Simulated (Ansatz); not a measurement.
Gd (Fm-3m) under compression and expansion

The reference geometry is a structure from the Materials Project; nothing is relaxed.

Functional, mesh and filling: PBE, 11×11×11 k mesh, Fermi–Dirac smearing of 0.05 eV. PAW means Ansatz 0.2.0 on its default frozen-core files; LAPW is all-electron LAPW in Ansatz 0.2.0. Site moments are integrated in spheres about the atoms, whose radii differ between the methods.

Input of the first run:

```yaml
crystal:
  lattice:
    - [0.0, 2.5858190855, 2.5858190855]
    - [2.5858190855, 0.0, 2.5858190855]
    - [2.5858190855, 2.5858190855, 0.0]
  atoms:
    - { symbol: Gd, position: [0.0, 0.0, 0.0], spin: 7.0 }
magnetization:
  spin_polarized: true
kpoints:
  mp_grid: { grid: [11, 11, 11] }
scf:
  occupations: { method: fermi_dirac, width: 0.05 }
hamiltonian:
  xc: pbe
  pseudopotentials: { kind: paw }
output:
  forces: true
  stress: true
  eigenvalues: true
  populations: true
```

Command: `ansatz run input.yaml --threads 1 --pin off --max-ram 3072MiB --backend cpu --events-out ev --progress --plain --runs-dir out`

The input for «volume scaled by 1.25» by LAPW differs from it in these lines, output keys apart:

```diff
-    - [0.0, 2.5858190855, 2.5858190855]
-    - [2.5858190855, 0.0, 2.5858190855]
-    - [2.5858190855, 2.5858190855, 0.0]
+    - [0.0, 2.78548917, 2.78548917]
+    - [2.78548917, 0.0, 2.78548917]
+    - [2.78548917, 2.78548917, 0.0]
-  pseudopotentials: { kind: paw }
+  pseudopotentials: { kind: all_electron, lapw: { basis_error: 0.001 } }
```

The cell shown is scaled evenly to other volumes, and every spin-polarised run starts from the same moments.

The search for lower states is left at its default.

```json
{"V/V₀": "0.66", "Å³/atom": "22.82", "M PAW (μB/cell)": "7.20", "M LAPW (μB/cell)": "7.20", "largest site moment, PAW (μB)": "7.05", "P PAW (GPa)": "21.5", "P LAPW (GPa)": "21.5", "F − F(unpolarised), PAW (meV/atom)": "-6773"}
{"V/V₀": "0.74", "Å³/atom": "25.59", "M PAW (μB/cell)": "7.27", "M LAPW (μB/cell)": "7.27", "largest site moment, PAW (μB)": "7.11", "P PAW (GPa)": "12.1", "P LAPW (GPa)": "12.1", "F − F(unpolarised), PAW (meV/atom)": "-7015"}
{"V/V₀": "0.8", "Å³/atom": "27.66", "M PAW (μB/cell)": "7.30", "M LAPW (μB/cell)": "7.29", "largest site moment, PAW (μB)": "7.14", "P PAW (GPa)": "7.2", "P LAPW (GPa)": "7.2", "F − F(unpolarised), PAW (meV/atom)": "-7133"}
{"V/V₀": "0.86", "Å³/atom": "29.74", "M PAW (μB/cell)": "7.32", "M LAPW (μB/cell)": "–", "largest site moment, PAW (μB)": "7.16", "P PAW (GPa)": "3.7", "P LAPW (GPa)": "–", "F − F(unpolarised), PAW (meV/atom)": "?"}
{"V/V₀": "0.92", "Å³/atom": "31.81", "M PAW (μB/cell)": "7.37", "M LAPW (μB/cell)": "–", "largest site moment, PAW (μB)": "7.19", "P PAW (GPa)": "1.1", "P LAPW (GPa)": "–", "F − F(unpolarised), PAW (meV/atom)": "-7266"}
{"V/V₀": "0.96", "Å³/atom": "33.20", "M PAW (μB/cell)": "7.43", "M LAPW (μB/cell)": "7.42", "largest site moment, PAW (μB)": "7.23", "P PAW (GPa)": "-0.2", "P LAPW (GPa)": "-0.2", "F − F(unpolarised), PAW (meV/atom)": "?"}
{"V/V₀": "1", "Å³/atom": "34.58", "M PAW (μB/cell)": "7.52", "M LAPW (μB/cell)": "7.51", "largest site moment, PAW (μB)": "7.28", "P PAW (GPa)": "-1.3", "P LAPW (GPa)": "-1.3", "F − F(unpolarised), PAW (meV/atom)": "?"}
{"V/V₀": "1.04", "Å³/atom": "35.96", "M PAW (μB/cell)": "7.63", "M LAPW (μB/cell)": "–", "largest site moment, PAW (μB)": "7.35", "P PAW (GPa)": "-2.1", "P LAPW (GPa)": "–", "F − F(unpolarised), PAW (meV/atom)": "-7314"}
{"V/V₀": "1.1", "Å³/atom": "38.04", "M PAW (μB/cell)": "7.74", "M LAPW (μB/cell)": "–", "largest site moment, PAW (μB)": "7.42", "P PAW (GPa)": "-3.1", "P LAPW (GPa)": "–", "F − F(unpolarised), PAW (meV/atom)": "-7318"}
{"V/V₀": "1.25", "Å³/atom": "43.22", "M PAW (μB/cell)": "7.80", "M LAPW (μB/cell)": "7.79", "largest site moment, PAW (μB)": "7.45", "P PAW (GPa)": "-5.0", "P LAPW (GPa)": "-4.9", "F − F(unpolarised), PAW (meV/atom)": "-7294"}
```

Problem. What belongs in the row "1", column "F − F(unpolarised), PAW (meV/atom)"?

Solution. -7305.

Problem. Fill in "F − F(unpolarised), PAW (meV/atom)" for the row "0.96".

Solution. -7289.

Problem. Fill in "F − F(unpolarised), PAW (meV/atom)" for the row "0.86".

Solution. -7214.

The moments survive down to the smallest volume, V/V₀ = 0.66 at 21 GPa, where the largest is 7.05 μB.

Problem. How fast does the largest site moment change with volume about V₀?

Solution. d ln m/d ln V ≈ ln(7.355/7.228)/ln(1.04/0.96) = 0.22. A value this small marks a localised or saturated moment.

Problem. Fit a third-order Birch–Murnaghan equation to the PAW pressures of the magnetic runs between 0.85 and 1.11 V₀. What are the zero-pressure volume and bulk modulus?

Solution. V = 32.94 Å³/atom (0.953 V₀), B = 29 GPa, B′ = 4.3, with a worst miss of 0.04 GPa. Cell shape and inner coordinates are held, so these aren't the relaxed crystal's values unless symmetry fixes them.

Without U a semilocal functional puts the f levels too near the Fermi level, which can change moments and the order of magnetic states; site and cell moments are spin moments.  Spin–orbit coupling is left out although heavy atoms are present. With open f shells a run can end in a state that isn't the lowest. None of this fixes the real material's magnetic order: only patterns that fit the cell were computed, at zero temperature, with a functional that can overstate moments.
